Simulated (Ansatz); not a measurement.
# CuH3: a trial structure relaxed, part 2 of 2

Aim: relax a trial structure of CuH3 and see where it ends.

Ansatz 0.2.0; DFT PBE, scalar-relativistic, plane waves, PAW. Earlier steps stand in the parts before.

## 4. Relaxation on the finer mesh

The end of the coarse run is made exact in the group found at a tolerance of 0.06 Å and reduced to its primitive cell.

Contents of input.yaml:

```yaml
crystal:
  lattice:
    - [2.7717619714, 0.0, 0.0]
    - [0.0, 2.7717619714, 0.0]
    - [0.0, 0.0, 2.7717619714]
  atoms:
    - { symbol: Cu, position: [0.0, 0.0, 0.0] }
    - { symbol: H, position: [0.5, 0.5, 0.0] }
    - { symbol: H, position: [0.5, 0.0, 0.5] }
    - { symbol: H, position: [0.0, 0.5, 0.5] }
basis:
  ecutwfc: 420
kpoints:
  mp_grid: { grid: [16, 16, 16] }
hamiltonian:
  xc: pbe
scf:
  occupations: { method: gaussian, width: 0.1 }
output:
  forces: true
  stress: true
  eigenvalues: true
relax:
  adjacent_minimum: "off"
  f_tol: 0.01
  max_steps: 80
  cell: { stress_tol: 0.05 }
```

Command:

```console
ansatz run input.yaml --threads 1 --pin off --max-ram 2048MiB --backend cpu --events-out ev --progress --plain --runs-dir out
```

Output, cut to the lines that bear on the results:

```text
Warning: RAYON_NUM_THREADS=1 ignored (pool sized by the plan → 1); use --threads N
[...]
Pseudopotentials: kind: paw
Pseudopotential: Cu, paw, valence charge 19, recommended cutoff 420 eV (normal), Cu.paw.azcp
Pseudopotential: H, paw, valence charge 1, recommended cutoff 420 eV (normal), H.paw.azcp
Functional definition: PBE
[...]
Crystal: 4 atoms, lattice volume = 21.295 Å³
Basis set: ecut = 420 eV, 437 PW (Γ), exchange–correlation on 40×40×40 points (8 copies of the dense FFT grid, shifted against one another)
Bands: 15, of which v1, the nominal top of the filled ones, is band 11 counted from 1 (10 counted from 0)
Symmetry: 48 space group operations
Space group: Pm-3m (ITA 221), of the structure as read, at distance tolerance 2.8e-5 Å
k-points: 165 of 4096
[...]
SCF iter   1: F=—  HF=-6670.104608 eV  |F-HF|=—  |Δ(HF+E_count)|=         —  Δρ=8.81e-3  dr2=1.02e-2  ethr=1.77e-3  ⟨swp⟩=4.1  Hψ=10847  notcnv=0
[...]
       -0.000000      -0.006599       0.000000
        0.000000      -0.000000      -0.006599
  P = ⅓ Tr σ = -0.0066 GPa (-0.066 kbar)
--- Band table (eV; the first three rows and the last of 165) ---
  k-point 0: bands = ["-102.5055", "-59.8640", "-59.8640", "-59.8640", "-2.0110", "5.9003", "5.9003", "7.8813", "7.8813", "7.8813", "14.7806", "14.7806", "19.6628", "19.6628", "19.6628"]
[...]
--- Relaxed structure (2 steps of the walk, 2 accepted, 1 SCFs on fresh bases) ---
  F+E_penalty+E_count = -6670.10497660 eV   max|allowed force component| = 1.284e-31 eV/Å   (the final SCF, on the basis selected at the relaxed cell)
  cell:  # Å, volume = 21.2759 Å³
    - [2.7709538055428853, 1.755404897227949e-36, 0.0]
    - [1.755404897227949e-36, 2.7709538055428853, 0.0]
    - [0.0, 0.0, 2.7709538055428853]
  atoms:
    - { symbol: Cu, position: [2.0130443773585876e-36, -6.538153262137267e-38, -1.1026507123172041e-37] }
    - { symbol: H, position: [0.5, 0.5, 7.068273796905155e-38] }
    - { symbol: H, position: [0.5, -5.97269135838485e-38, 0.5] }
    - { symbol: H, position: [5.654619037524123e-37, 0.5, 0.5] }
```

Wall time 8.9 s (1 thread of AMD EPYC 7R43 (Zen 3), shared host); peak memory 0.41 GiB.

Step by step:

| step | energy from step 1 (eV/cell) | largest force component (eV/Å) | pressure (GPa) | volume (Å³) |
| --- | --- | --- | --- | --- |
| 1 | 0.0000 | 0.0000 | -0.12 | 21.29 |
| 2 | -0.0001 | 0.0000 | -0.01 | 21.28 |
| 3 | 0.0000 | 0.0000 | -0.01 | 21.28 |

Step 1 is the start. Step 3 repeats the geometry before it on a plane-wave basis chosen anew for that cell, so its energy need not be comparable with the rows above.

|  | before | after | change |
| --- | --- | --- | --- |
| a (Å) | 2.772 | 2.771 | 0.0 % |
| b (Å) | 2.772 | 2.771 | 0.0 % |
| c (Å) | 2.772 | 2.771 | 0.0 % |
| volume (Å³/atom) | 5.32 | 5.32 | -0.1 % |
| shortest distance (Å) | 1.960 | 1.959 | 0.0 % |
| space group (0.01 Å) | Pm-3m | Pm-3m | same |

The run keeps the 48 symmetry operations of the start, so it could not have lowered the symmetry.

## 5. A run with other settings

Contents of input.yaml:

```yaml
crystal:
  lattice:
    - [2.7709538055, 0.0, 0.0]
    - [0.0, 2.7709538055, 0.0]
    - [0.0, 0.0, 2.7709538055]
  atoms:
    - { symbol: Cu, position: [0.0, 0.0, 0.0] }
    - { symbol: H, position: [0.5, 0.5, 0.0] }
    - { symbol: H, position: [0.5, 0.0, 0.5] }
    - { symbol: H, position: [0.0, 0.5, 0.5] }
basis:
  ecutwfc: 420
kpoints:
  mp_grid: { grid: [16, 16, 16] }
hamiltonian:
  xc: pbe
scf:
  occupations: { method: gaussian, width: 0.1 }
  mixing: { algorithm: broyden, beta: 0.95, ndim: 1, preconditioner: none }
  max_iter: 50
output:
  forces: true
  eigenvalues: true
  stress: true
```

Command:

```console
ansatz run input.yaml --threads 1 --pin off --max-ram 2048MiB --backend cpu --events-out ev --progress --plain --runs-dir out
```

Output, cut to the lines that bear on the results:

```text
Warning: RAYON_NUM_THREADS=1 ignored (pool sized by the plan → 1); use --threads N
[...]
[... 4 set-up lines as earlier in the session ...]
[...]
Crystal: 4 atoms, lattice volume = 21.276 Å³
Basis set: ecut = 420 eV, 437 PW (Γ), exchange–correlation on 40×40×40 points (8 copies of the dense FFT grid, shifted against one another)
Bands: 15, of which v1, the nominal top of the filled ones, is band 11 counted from 1 (10 counted from 0)
[... 2 set-up lines as earlier in the session ...]
k-points: 165 of 4096
[...]
SCF iter   1: F=—  HF=-6670.104592 eV  |F-HF|=—  |Δ(HF+E_count)|=         —  Δρ=8.79e-3  dr2=1.02e-2  ethr=1.77e-3  ⟨swp⟩=4.1  Hψ=10849  notcnv=0
[...]
Free energy (F): -6670.104977 eV
[...]
E sigma→0 (E₀):  -6670.102278 eV
Entropy (-TS):   -0.005397 eV (-1.349 meV/atom)
Fermi energy:    11.817836 eV
[...]
--- Forces (eV/Å), atoms counted from 1 ---
  atom   1  Cu    -0.00000000     0.00000000     0.00000000
  atom   2  H      0.00000000    -0.00000000     0.00000000
  atom   3  H      0.00000000    -0.00000000    -0.00000000
  atom   4  H      0.00000000    -0.00000000    -0.00000000
[...]
--- Stress (GPa, compression-positive) ---
       -0.006679       0.000000       0.000000
        0.000000      -0.006679       0.000000
        0.000000       0.000000      -0.006679
  P = ⅓ Tr σ = -0.0067 GPa (-0.067 kbar)
--- Band table (eV; the first three rows and the last of 165) ---
  k-point 0: bands = ["-102.5055", "-59.8639", "-59.8639", "-59.8639", "-2.0110", "5.9003", "5.9003", "7.8813", "7.8813", "7.8813", "14.7806", "14.7806", "19.6628", "19.6628", "19.6628"]
[...]
```

Wall time 3.8 s (1 thread of AMD EPYC 7R43 (Zen 3), shared host); peak memory 0.37 GiB.

## 6. A look at that input

This run ends as converged. Convergence says nothing about whether the input makes sense.

Look at the input: scf.mixing.algorithm is broyden; scf.mixing.beta is 0.95; scf.mixing.ndim is 1; scf.mixing.preconditioner is none. The risk: mixing too aggressive. No harm here: the energy lies within 1 meV an atom of the sound run's. Several mixing settings were changed at once, so this run can't tell how much each is to blame.

To undo it: delete scf.mixing.algorithm, scf.mixing.beta, scf.mixing.ndim and scf.mixing.preconditioner (the default then holds).

| run | ending | energy change | pressure (GPa) | gap (eV) | force (eV/Å) | cycles | time |
| --- | --- | --- | --- | --- | --- | --- | --- |
| step 4 | converged | 0 | 0.0 | 0.00 | 0.00 | - | 8.9 s |
| altered | converged | 0.0 meV/atom | 0.0 | 0.00 | 0.00 | 8 | 3.8 s |

Same state: the changed mixing leaves the energy within 0.5 meV/atom.

## 7. Outcome

This closing draws on all 2 parts. Changes of volume or cell count from the first structure of part 1.

```
                                                              quantity                                                                      value
                                symmetry at the end (tolerance 0.05 Å)                                                space group Pm-3m (No. 221)
                                                     conventional cell  a = 2.771 Å, b = 2.771 Å, c = 2.771 Å, α = 90.00°, β = 90.00°, γ = 90.00°
                                                                volume                                                               5.32 Å³/atom
energy over the elements (uncorrected; H, N, O, F and Cl as molecules)                                                              +0.67 eV/atom
                                                       gap on the mesh                                                               none (metal)
```

What this shows: The space group Pm-3m (No. 221) is kept, and the volume per atom shrinks by 41.5 % from the first guess. With a positive formation energy it can't be a ground state. No finished test with a distortion of lower symmetry is shown, so the end may be a saddle point.
